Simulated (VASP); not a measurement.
# LiH (Pm-3m) in VASP: further runs, part 2 of 2

VASP 6.6.1.

## 3. Relaxation of cell and atoms, RPBE+D3

The input, INCAR:

```
ALGO     = Normal         # electronic algorithm
EDIFF    = 1E-6           # SCF threshold, eV
EDIFFG   = -0.01          # ionic threshold
ENCUT    = 600            # plane-wave cutoff, eV
GGA      = RP             # functional
IBRION   = 2              # ionic algorithm
ISIF     = 3              # what is computed and relaxed
ISMEAR   = -1             # smearing method
IVDW     = 11             # dispersion correction
LASPH    = True           # aspherical terms in the spheres
LCHARG   = False          # write CHGCAR
LREAL    = False          # projectors in reciprocal space
LWAVE    = False          # write WAVECAR
NELM     = 100            # most SCF steps
NSW      = 60             # ionic steps
PREC     = Accurate       # precision mode
SIGMA    = 0.05           # smearing width, eV
```

The input, KPOINTS:

```
k-points
0
Gamma
  11 11 11
```

The input, POSCAR:

```
LiH
1.0
    2.5069900000      0.0000000000      0.0000000000
    0.0000000000      2.5069900000      0.0000000000
    0.0000000000      0.0000000000      2.5069900000
Li H
1 1
Direct
    0.5000000000      0.5000000000      0.5000000000
    0.0000000000      0.0000000000      0.0000000000
```

Potentials or basis: VASP PAW PBE potentials, release 64 (Li_sv, H).

Command:

```sh
$ cat potpaw_PBE.64/Li_sv/POTCAR potpaw_PBE.64/H/POTCAR > POTCAR
$ mpirun -np 1 vasp_std > vasp.out
```

OUTCAR:

```text
EDIFF = 1E-6
   EDIFFG = -0.01
   ENCUT = 600
   GGA = RP
   IBRION = 2
   ISIF = 3
   ISMEAR = -1
   IVDW = 11
   LASPH = True
   LREAL = False
   NELM = 100
   NSW = 60
   PREC = Accurate
 IVDW          = 11

 ion  position               nearest neighbor table
   1  0.500  0.500  0.500-
   2  0.000  0.000  0.000-

  LATTYP: Found a simple cubic cell.
 ALAT       =     2.5069900000

  Lattice vectors:

 A1 = (   2.5069900000,   0.0000000000,   0.0000000000)
 A2 = (   0.0000000000,   2.5069900000,   0.0000000000)
 A3 = (   0.0000000000,   0.0000000000,   2.5069900000)

Analysis of symmetry for initial positions (statically):
=====================================================================
 Subroutine PRICEL returns:
 Original cell was already a primitive cell.

 Routine SETGRP: Setting up the symmetry group for a
 simple cubic supercell.

 Subroutine GETGRP returns: Found 48 space group operations
 (whereof 48 operations were pure point group operations)
 out of a pool of 48 trial point group operations.

The static configuration has the point symmetry O_h .

Analysis of symmetry for dynamics (positions and initial velocities):
=====================================================================
 Subroutine PRICEL returns:
 Original cell was already a primitive cell.

 Routine SETGRP: Setting up the symmetry group for a
 simple cubic supercell.

 Subroutine GETGRP returns: Found 48 space group operations
 (whereof 48 operations were pure point group operations)
 out of a pool of 48 trial point group operations.

The dynamic configuration has the point symmetry O_h .

 Subroutine INISYM returns: Found 48 space group operations
 (whereof 48 operations are pure point group operations),
 and found     1 'primitive' translations

----------------------------------------------------------------------------------------

                                     Primitive cell

  volume of cell :      15.7564

  direct lattice vectors                    reciprocal lattice vectors
     2.506990000  0.000000000  0.000000000     0.398884718  0.000000000  0.000000000
     0.000000000  2.506990000  0.000000000     0.000000000  0.398884718  0.000000000
     0.000000000  0.000000000  2.506990000     0.000000000  0.000000000  0.398884718

  length of vectors
     2.506990000  2.506990000  2.506990000     0.398884718  0.398884718  0.398884718

  position of ions in fractional coordinates (direct lattice)
     0.500000000  0.500000000  0.500000000
     0.000000000  0.000000000  0.000000000

  ion indices of the primitive-cell ions
   primitive index   ion index
                 1           1
                 2           2

----------------------------------------------------------------------------------------

 KPOINTS: k-points

Automatic generation of k-mesh.
 Grid dimensions read from file:
 generate k-points for:   11   11   11

 Generating k-lattice:

  Cartesian coordinates                     Fractional coordinates (reciprocal lattice)
     0.036262247  0.000000000  0.000000000     0.090909091  0.000000000  0.000000000
     0.000000000  0.036262247  0.000000000     0.000000000  0.090909091  0.000000000
     0.000000000  0.000000000  0.036262247     0.000000000  0.000000000  0.090909091

  Length of vectors
     0.036262247  0.036262247  0.036262247

  Shift w.r.t. Gamma in fractional coordinates (k-lattice)
     0.000000000  0.000000000  0.000000000

 Subroutine IBZKPT returns following result:
 ===========================================

 Found     56 irreducible k-points:

 Following reciprocal coordinates:
            Coordinates               Weight
  0.000000  0.000000  0.000000      1.000000
  0.090909  0.000000  0.000000      6.000000
  0.181818  0.000000  0.000000      6.000000
  0.272727  0.000000  0.000000      6.000000
  0.363636  0.000000  0.000000      6.000000
  0.454545  0.000000  0.000000      6.000000
[... 16 lines left out ...]
  0.181818  0.090909  0.090909     24.000000
  0.272727  0.090909  0.090909     24.000000
 [... further k-points ...]
   k-points           NKPTS =     56   k-points in BZ     NKDIM =     56   number of bands    NBANDS=      6
   number of dos      NEDOS =    301   number of ions     NIONS =      2
   total plane-waves  NPLWV =   8000
   dimension x,y,z NGX =    20 NGY =   20 NGZ =   20
   dimension x,y,z NGXF=    40 NGYF=   40 NGZF=   40
   ions per type =               1   1
   NGX,Y,Z   is equivalent  to a cutoff of  13.26, 13.26, 13.26 a.u.
   NGXF,Y,Z  is equivalent  to a cutoff of  26.53, 26.53, 26.53 a.u.
 SYSTEM =  unknown system
   PREC   = accura    normal or accurate (medium, high low for compatibility)
   ISTART =      0    job   : 0-new  1-cont  2-samecut
   ICHARG =      2    charge: 1-file 2-atom 10-const
   ISPIN  =      1    spin polarized calculation?
   LNONCOLLINEAR =      F non collinear calculations
   LSORBIT =      F    spin-orbit coupling
   LASPH  =      T    aspherical Exc in radial PAW
   ENCUT  =  600.0 eV  44.10 Ry    6.64 a.u.   5.01  5.01  5.01*2*pi/ulx,y,z
   NELM   =    100;   NELMIN=  2; NELMDL= -5     # of ELM steps
   EDIFF  = 0.1E-05   stopping-criterion for ELM
   LREAL  =      F    real-space projection
   EDIFFG = -.1E-01   stopping-criterion for IOM
   NSW    =     60    number of steps for IOM
   IBRION =      2    ionic relax: 0-MD 1-quasi-New 2-CG
   NFREE  =      1    steps in history (QN), initial steepest desc. (CG)
   ISIF   =      3    stress and relaxation
   ISYM   =      2    0-nonsym 1-usesym 2-fastsym
   POTIM  = 0.5000    time-step for ionic-motion
   TEBEG  =    0.0;   TEEND  =   0.0 temperature during run
   PSTRESS=    0.0 pullay stress
   NELECT =       4.0000    total number of electrons
   NUPDOWN=      -1.0000    fix difference up-down
   EMIN   =  10.00;   EMAX   =-10.00  energy-range for DOS
   EFERMI =   0.00;   METHOD = LEGACY
   ISMEAR =    -1;   SIGMA  =   0.05  broadening in eV -4-tet -1-fermi 0-gaus
   EFERMI_NEDOS =   21; number of points for ismear=-14 and -15
   IALGO  =     38    algorithm
   IMIX   =      4    mixing-type and parameters
     AMIX     =   0.40;   BMIX     =  1.00
     AMIX_MAG =   1.60;   BMIX_MAG =  1.00
  volume/ion in A,a.u.               =       7.88        53.16
  Fermi-wavevector in a.u.,A,eV,Ry     =   1.036594  1.958880 14.619843  1.074528
  Thomas-Fermi vector in A             =   2.170993
   LORBIT       =      0    0 simple, 1 ext, 2 COOP (PROOUT), +10 PAW based schemes
   GGA     = RP    functional components
   LHFCALC =     F    Hartree Fock is set to
   AEXX    =    0.0000 exact exchange contribution
   IVDW    =    11    specifies the selected vdW correction
   LEPSILON=     F    determine dielectric tensor
   LRPA    =     F    only Hartree local field effects (RPA)
 conjugate gradient relaxation of ions
 non-spin polarized calculation
  energy-cutoff  :      600.00
  volume of cell :       15.76
 maximum number of plane-waves:       537
   NGX = 11   NGY = 11   NGZ = 11

--------------------------------------- Ionic step        1  -------------------------------------------

 number of electron       4.0000012 magnetization

 Free energy of the ion-electron system (eV)
  ---------------------------------------------------
  ext. energy  EPLUGINS =         0.00000000
  ---------------------------------------------------
  free energy    TOTEN  =        -5.55082288 eV

  energy without entropy =       -5.55082283  energy(sigma->0) =       -5.55082286

------------------------ aborting loop because EDIFF is reached ----------------------------------------

 Edisp (eV)   -0.35821

 E8    (eV) :    -0.0731
[... 71 lines left out ...]
--------------------------------------- Ionic step        3  -------------------------------------------

 number of electron       4.0000000 magnetization

 Free energy of the ion-electron system (eV)
  ---------------------------------------------------
  ext. energy  EPLUGINS =         0.00000000
  ---------------------------------------------------
  free energy    TOTEN  =        -5.53510480 eV

  energy without entropy =       -5.53510476  energy(sigma->0) =       -5.53510478

 E-fermi :   4.3766     XC(G=0):  -8.7374

 val. band max:        3.7273124174   @ k =   0.4545   0.4545   0.4545
 cond. band min:       5.0636737457   @ k =   0.4545   0.0000   0.0000
 fundamental gap:      1.3363613284
 Fermi energy:         4.3766003232

 k-point     1 :       0.0000    0.0000    0.0000
  band No.  band energies     occupation
      1     -44.3793      2.00000
      2      -5.1380      2.00000
      3      16.6134      0.00000
      4      16.6134      0.00000
      5      16.6134      0.00000
      6      17.3852      0.00000
[... 199 lines left out ...]
 k-point    24 :       0.2727    0.0909    0.0909
  band No.  band energies     occupation
      1     -44.3339      2.00000
      2      -3.7742      2.00000
      3       8.4429      0.00000
      4      14.7704      0.00000
      5      15.5741      0.00000
      6      20.2403      0.00000

 [... further k-points ...]

------------------------ aborting loop because EDIFF is reached ----------------------------------------

 Edisp (eV)   -0.38268

 E8    (eV) :    -0.0776
[... 25 lines left out ...]
  FREE ENERGIE OF THE ION-ELECTRON SYSTEM (eV)
  ---------------------------------------------------
  free  energy   TOTEN  =        -5.9177845353 eV

  energy  without entropy=       -5.9177844944  energy(sigma->0) =       -5.91778451

 reached required accuracy - stopping structural energy minimisation
```

Wall time 8.2 s (1 thread of Intel Xeon Platinum 8259CL at 2.50GHz (Skylake/Cascade Lake), shared host); peak memory 0.13 GiB.

What came out:

```yaml
Free_energy: -5.9178 eV
Relaxed_volume: 7.37 Å³/atom
Relaxed_cell: a = 2.452 Å, b = 2.452 Å, c = 2.452 Å, α = 90.00°, β = 90.00°, γ = 90.00°
Space_group_after_relaxing_to_0.05_Å: Pm-3m (No. 221)
Energy_gained_by_relaxing: 4.4 meV/atom
Ionic_steps: 3
Pressure_after_relaxing: -0.2 GPa
Band_gap_on_the_k_mesh: 1.34 eV, indirect (least direct gap 4.92 eV)
Dispersion_energy_per_atom: -0.191 eV
```

The path:
```
step  energy change (eV)  largest force (eV/Å)  pressure (GPa)  volume (Å³)
   1              0.0000                0.0000           -2.44        15.76
   2             -0.0037                0.0000           -1.91        15.48
   3             -0.0088                0.0000           -0.21        14.74
```

Final structure:
```yaml
crystal:
  lattice:
    - [2.45188, 0.00000, 0.00000]
    - [0.00000, 2.45188, 0.00000]
    - [0.00000, 0.00000, 2.45188]
  atoms:
    - { symbol: Li, position: [0.50000, 0.50000, 0.50000] }
    - { symbol: H, position: [0.00000, 0.00000, 0.00000] }
```

Caveat: the cutoff is under 1.25 times the usual one of these potentials, so pressure, stress and relaxed cells hold a basis-set (Pulay) error; the PAW data sets were made with another functional, which shifts forces and pressure a little; an odd mesh through Γ misses points on the zone boundary, where band edges often lie.

## 4. For comparison

An earlier run on the cell as given: functional PBE; potentials or basis VASP PAW PBE potentials, release 64 (Li_sv, H); cutoff 520 eV; k mesh 11 × 11 × 11; occupations fermi-dirac, width 0.05 eV; no spin polarisation.

- Band gap on the k mesh: 1.16 eV, indirect (least direct gap 4.68 eV)

## 5. Summary

```csv
task,level,cell,cutoff (eV),gap on the mesh (eV),pressure (GPa),relaxed volume (Å³/atom)
relaxation of cell and atoms,RPBE,relaxed,600,1.32,0.0,8.14
relaxation of cell and atoms,RPBE+D3,relaxed,600,1.34,-0.2,7.37
single point,PBE,as given,520,1.16,-,-
```

Alike in all rows: potentials or basis VASP PAW PBE potentials, release 64 (Li_sv, H); no spin polarisation; k mesh 11 × 11 × 11; smearing fermi-dirac 0.05 eV.

Caveats: the cutoff is under 1.25 times the usual one of these potentials, so pressure, stress and relaxed cells hold a basis-set (Pulay) error; an odd mesh through Γ misses points on the zone boundary, where band edges often lie; the PAW data sets were made with another functional, which shifts forces and pressure a little (some runs).

Absolute energies hang on the potentials; compare differences alone.
